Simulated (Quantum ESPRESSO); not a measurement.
## Al in Quantum ESPRESSO: the effect of target pressure

Crystal: Al.

```
Al
1.0
    -1.59122    1.59122    1.59122
     1.59122   -1.59122    1.59122
     1.59122    1.59122   -1.59122
Al
1
Direct
  0.00000 0.00000 0.00000
```

This isn't the form of Al at room conditions, which is fcc.

Alike in all runs:

```yaml
Program: Quantum ESPRESSO 7.5
Task: relaxation of cell and atoms
Functional: PBEsol
Potentials_or_basis: GBRV 1.5 PBEsol
Cutoff: 707 eV
Density_cutoff: 5633 eV
k_mesh: 12 × 12 × 12
Occupations: fermi-dirac, width 0.05 eV
Spin: no spin polarisation
```

Each run relaxes the cell or the atoms first.

| target pressure | relaxed volume (Å³/atom) |
| --- | --- |
| 0 GPa | 16.59 |
| 2 GPa | 16.16 |
| 5 GPa | 15.61 |
| 10 GPa | 14.87 |
| 20 GPa | 13.78 |
| 30 GPa | ? |

Problem. What does the run with target pressure 30 GPa give?

Solution. Relaxed volume 12.97 Å³/atom.

Worked out: In Murnaghan's law V^(-B') rises as a straight line in P. The other rows fit best with B' = 4.0, V0 = 16.59 Å³/atom and B0 = 73 GPa, which gives 13.00 Å³/atom at 30 GPa, against the run's 12.97.

Caveats: the volume moved by over 15 % at a fixed basis, so the end points are rough (some runs).
